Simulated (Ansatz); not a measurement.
# Zn (P-1) in Ansatz: convergence with ecutrho ratio

Aim: find how far ecutrho ratio must go before the results for Zn settle, at PBEsol. This setting moves, with any that are tied to it; all else stays.

All numbers are computed with Ansatz 0.2.0; they aren't measurements. Logs are shortened: lines on timing, memory, paths and dates and some standing lists are left out, and cuts for length are marked.

## Step 1: The cell of the first run

The typed cell holds 1 atom: a = 2.665 Å, b = 2.733 Å, c = 2.823 Å, α = 113.36°, β = 107.16°, γ = 109.60°.

This isn't the form of Zn at room conditions, which is hcp.

The cell isn't the ideal one: cell strained at random at fixed volume.

## Step 2: With ecutrho ratio 4

Input file input.yaml:

```yaml
crystal:
  lattice:
    - [-1.527139, 1.561731, 1.526905]
    - [1.486471, -1.658779, 1.583285]
    - [1.565847, 1.697488, -1.623953]
  atoms:
    - { symbol: Zn, position: [0.01976, -0.004689, 0.010934] }
hamiltonian:
  xc: pbesol
  pseudopotentials: { kind: paw, source: jth, xc_functional: pbe }
kpoints:
  mp_grid: { grid: [9, 9, 8] }
scf:
  occupations: { method: gaussian, width: 0.05 }
output:
  forces: true
  stress: true
  eigenvalues: true
basis:
  ecutrho_ratio: 4
```

Potentials or basis: JTH PAW.

On the command line:

```
ansatz run input.yaml --threads 2 --pin off --max-ram 5632MiB --backend cpu --events-out ev --progress --plain --runs-dir out
```

Log:

```text
Warning: basis.ecutrho_ratio = 4 (ecutrho = 4320 eV) is below the records' recommended 6480 eV
Warning: the checks of this Zn dataset prove no rule for summing its radial tables, as where they were carried onto another mesh than they were made on, and Gregory's rule is taken, under which a leading mesh point left out moves its sums only by what lay on the interval it spanned. That does not make them correct, and they differ from Quantum ESPRESSO's on this file; a re-export a fraction of a mesh step off can move them. hamiltonian.pseudopotentials.radial_quadrature: simpson_from_first_knot sums it by `pw.x`'s rule; on a PAW file no value gives `pw.x`'s numbers. What more to know: hamiltonian.pseudopotentials.radial_quadrature, in the input reference
Warning: RAYON_NUM_THREADS=2 ignored (pool sized by the plan → 2); use --threads N
Engine: ansatz 0.2.0, x86_64-unknown-linux-gnu
Pseudopotentials: kind: paw
Pseudopotential: Zn, paw, valence charge 12, recommended cutoff 1080 eV (normal), Zn.paw.azcp
Functional definition: PBEsol
  exchange = pbesol_x
  correlation = pbesol_c
Crystal: 1 atoms, lattice volume = 15.451 Å³
Basis set: ecut = 1080 eV, 1249 PW (Γ), exchange–correlation on 60×60×64 points (8 copies of the dense FFT grid, shifted against one another)
Bands: 10, of which v1, the nominal top of the filled ones, is band 6 counted from 1 (5 counted from 0)
Symmetry: 2 space group operations
Space group: P-1 (ITA 2), of the structure as read, at distance tolerance 2.5e-5 Å
k-points: 325 of 648
Non-local potential: Zn, projectors of the file, l = 0: 2, l = 1: 2, l = 2: 2
PAW form: soft (Blöchl's): semilocal exchange-correlation on the pseudo side does not see the compensation charge
PAW frozen core: Zn, regenerated for the run's functional, and the local potential with it (the file was generated under x = pbe(κ = 0.804, μ = 0.2195149727645171), c = pbe(β = 0.06672455060314922))
PAW one-centre angular grid: Zn, 590 points (default); XC on 64 Gauss nodes
Initial density: superposition of atomic densities (chi_scale 0.1, normalization cell)
Initial wavefunctions: pseudopotential atomic-orbital guess
Functional: x = pbesol(κ = 0.804, μ = 0.12345679012345678), c = pbesol(β = 0.046)
SCF iter   1: F=—  HF=-3279.454658 eV  |F-HF|=—  |Δ(HF+E_count)|=         —  Δρ=4.74e-2  dr2=3.50e-1  ethr=3.10e-3  ⟨swp⟩=9.4  Hψ=33693  notcnv=0
preconditioner: auto → none  [metal: Δε(μ)=0.047 eV  Ē_g=16.355 eV  σ=0.050 eV  W_gap=0.49  n_scr=0 (ndim 8)  ℏωp=32.7 eV  f_vac=0.000  D(μ)=0.32/eV (n_scr^D=0)]
SCF iter   2: F=—  HF=-3279.382116 eV  |F-HF|=—  |Δ(HF+E_count)|=   7.25e-2  Δρ=2.39e-2  dr2=3.80e-2  ethr=2.92e-3  ⟨swp⟩=3.2  Hψ=10081  notcnv=0  defer=16
SCF iter   3: F=—  HF=-3279.338310 eV  |F-HF|=—  |Δ(HF+E_count)|=   4.38e-2  Δρ=7.96e-3  dr2=9.52e-3  ethr=3.16e-4  ⟨swp⟩=3.7  Hψ=10365  notcnv=0  defer=16
SCF iter   4: F=—  HF=-3279.334917 eV  |F-HF|=—  |Δ(HF+E_count)|=   3.39e-3  Δρ=9.67e-4  dr2=1.41e-4  ethr=7.94e-5  ⟨swp⟩=3.6  Hψ=5443  notcnv=0  defer=16
SCF iter   5: F=—  HF=-3279.334929 eV  |F-HF|=—  |Δ(HF+E_count)|=   1.17e-5  Δρ=1.20e-4  dr2=4.22e-7  ethr=1.17e-6  ⟨swp⟩=2.8  Hψ=5544  notcnv=0  defer=16
SCF iter   6: F=—  HF=-3279.334935 eV  |F-HF|=—  |Δ(HF+E_count)|=   5.75e-6  Δρ=2.38e-5  dr2=5.32e-8  ethr=8.33e-10  ⟨swp⟩=16.5  Hψ=34714  notcnv=0
SCF iter   7: F=-3279.334935 eV  HF=-3279.334935 eV  |F-HF|=2.47e-9  |Δ(HF+E_count)|=   6.02e-9  Δρ=6.23e-6  dr2=3.02e-9  ethr=4.43e-10  ⟨swp⟩=5.3  Hψ=17127  notcnv=0
SCF 1 converged in 7 iterations: F = -3279.334935 eV  dr2 = 3.02e-9
SCF converged after 7 iterations
Free energy (F): -3279.334935 eV
Harris-Foulkes:  -3279.334935 eV  (|F-HF|=2.47e-9)
Internal energy: -3279.334421 eV  (E = F + TS)
E sigma→0 (E₀):  -3279.334678 eV
Entropy (-TS):   -0.000513 eV (-0.513 meV/atom)
Fermi energy:    12.346160 eV
--- Per-component energies (eV) ---
  E_band       = 64.303317
  E_kinetic    = 177.515928
  E_local      = -1500.330026  (includes V_loc(G=0)·N_el)
  E_nonlocal   = 502.478694
  E_hartree    = 381.282567
  E_xc         = -47.568711
  E_vxc        = -58.184525  (∫ρ·V_xc dr)
  E_paw        = -1591.843806  (= ΣΔE_a)
  E_vpaw       = 180.255986  (= ΣTr[D̂ρ^β])
  E_aug_tail   = 0.000124  (compensation charges beyond the density's cutoff)
  E_ewald      = -1201.666502
  E_core_change = 0.797311  (= ΣΔE_core)
  E_smearing   = -0.000513  (= −TS)
  E_closure    = -0.000000  (closes the sum)
  Σ components = -3279.334935   (vs F -3279.334935, Δ=0.00e0)
--- Forces (eV/Å), atoms counted from 1 ---
  atom   1  Zn     0.00000000     0.00000000     0.00000000
  max |Σ_I F_I| component: 0.00e0 eV/Å
--- Stress (GPa, compression-positive) ---
       -4.945624       0.825535       1.144978
        0.825535      -4.915182      -2.152702
        1.144978      -2.152702      -5.324837
  P = ⅓ Tr σ = -5.0619 GPa (-50.619 kbar)
--- Band table (eV; the first three rows and the last of 325) ---
  k-point 0: bands = ["1.9692", "4.5189", "4.5483", "4.7572", "5.0745", "5.1567", "29.1818", "30.9079", "31.7531", "32.3828"]
  k-point 1: bands = ["2.4394", "4.5228", "4.5661", "4.8111", "5.0618", "5.1404", "25.6604", "27.8032", "29.8536", "31.5152"]
  k-point 2: bands = ["3.5889", "4.4437", "4.8441", "5.0294", "5.0477", "5.1383", "19.8127", "25.8477", "27.4718", "29.3912"]
  k-point 324: bands = ["4.3265", "4.4677", "4.6918", "5.0419", "5.1044", "7.1319", "18.2904", "19.7956", "21.0714", "33.9821"]
```

Wall time 14 s (2 threads of Intel Xeon at 2.50GHz (Skylake/Cascade Lake), shared host); peak memory 0.48 GiB.

Results:

```
Free energy            : -3279.3349 eV
Pressure               : -5.1 GPa
Band gap on the k mesh : none (metal or under the smearing width)
```

## Step 3: With ecutrho ratio 5

input.yaml, as its differences from that of step 2:

```diff
@@ -19,2 +19,2 @@
 basis:
-  ecutrho_ratio: 4
+  ecutrho_ratio: 5
```

Potentials or basis: JTH PAW.

On the command line:

```
ansatz run input.yaml --threads 2 --pin off --max-ram 5632MiB --backend cpu --events-out ev --progress --plain --runs-dir out
```

It took 13 s on 2 threads of Intel Xeon at 2.50GHz (Skylake/Cascade Lake), shared host; peak memory 0.49 GiB.

What came out:

```
Free energy            : -3279.3349 eV
Pressure               : -5.1 GPa
Band gap on the k mesh : none (metal or under the smearing width)
```

## Step 4: With ecutrho ratio 6

input.yaml, as its differences from that of step 3:

```diff
@@ -19,2 +19,2 @@
 basis:
-  ecutrho_ratio: 5
+  ecutrho_ratio: 6
```

On the command line:

```
ansatz run input.yaml --threads 2 --pin off --max-ram 5632MiB --backend cpu --events-out ev --progress --plain --runs-dir out
```

Wall time 15 s (2 threads of Intel Xeon at 2.50GHz (Skylake/Cascade Lake), shared host); peak memory 0.5 GiB.

What came out:

```yaml
Free_energy: -3279.3349 eV
Pressure: -5.1 GPa
Band_gap_on_the_k_mesh: none (metal or under the smearing width)
```

## Step 5: With ecutrho ratio 8

input.yaml, as its differences from that of step 4:

```diff
@@ -19,2 +19,2 @@
 basis:
-  ecutrho_ratio: 6
+  ecutrho_ratio: 8
```

On the command line:

```
ansatz run input.yaml --threads 2 --pin off --max-ram 5632MiB --backend cpu --events-out ev --progress --plain --runs-dir out
```

Wall time 14 s (2 threads of Intel Xeon at 2.50GHz (Skylake/Cascade Lake), shared host); peak memory 0.54 GiB.

It converged, with:

```yaml
Free_energy: -3279.3349 eV
Pressure: -5.1 GPa
Band_gap_on_the_k_mesh: none (metal or under the smearing width)
```

## Step 6: With ecutrho ratio 10

input.yaml, as its differences from that of step 5:

```diff
@@ -19,2 +19,2 @@
 basis:
-  ecutrho_ratio: 8
+  ecutrho_ratio: 10
```

Potentials or basis: JTH PAW.

On the command line:

```
ansatz run input.yaml --threads 2 --pin off --max-ram 5632MiB --backend cpu --events-out ev --progress --plain --runs-dir out
```

It took 14 s on 2 threads of Intel Xeon at 2.50GHz (Skylake/Cascade Lake), shared host; peak memory 0.56 GiB.

Results (log left out):

| Item | Value |
| --- | --- |
| Free energy | -3279.3349 eV |
| Pressure | -5.1 GPa |
| Band gap on the k mesh | none (metal or under the smearing width) |

## Step 7: With ecutrho ratio 12

input.yaml, as its differences from that of step 6:

```diff
@@ -19,2 +19,2 @@
 basis:
-  ecutrho_ratio: 10
+  ecutrho_ratio: 12
```

On the command line:

```
ansatz run input.yaml --threads 2 --pin off --max-ram 5632MiB --backend cpu --events-out ev --progress --plain --runs-dir out
```

Run time: 14 s. Hardware: 2 threads of Intel Xeon at 2.50GHz (Skylake/Cascade Lake), shared host; peak memory 0.59 GiB.

The run converged. Its results:

```yaml
Free_energy: -3279.3349 eV
Pressure: -5.1 GPa
Band_gap_on_the_k_mesh: none (metal or under the smearing width)
```

## Step 8: Result

| ecutrho ratio | energy less the tightest run, at zero smearing (meV/atom) | SCF cycles | CPU time (s) | peak memory (GiB) |
| --- | --- | --- | --- | --- |
| 4 | 0.00 | 7 | 25 | 0.48 |
| 5 | 0.00 | 7 | 25 | 0.49 |
| 6 | 0.00 | 7 | 26 | 0.5 |
| 8 | 0.00 | 7 | 26 | 0.54 |
| 10 | 0.00 | 7 | 26 | 0.56 |
| 12 | 0.00 | 7 | 26 | 0.59 |

Against the tightest run, the energy stays within 1 meV/atom from 4 on. The tightest run that finished is the yardstick and may itself not be fully converged.
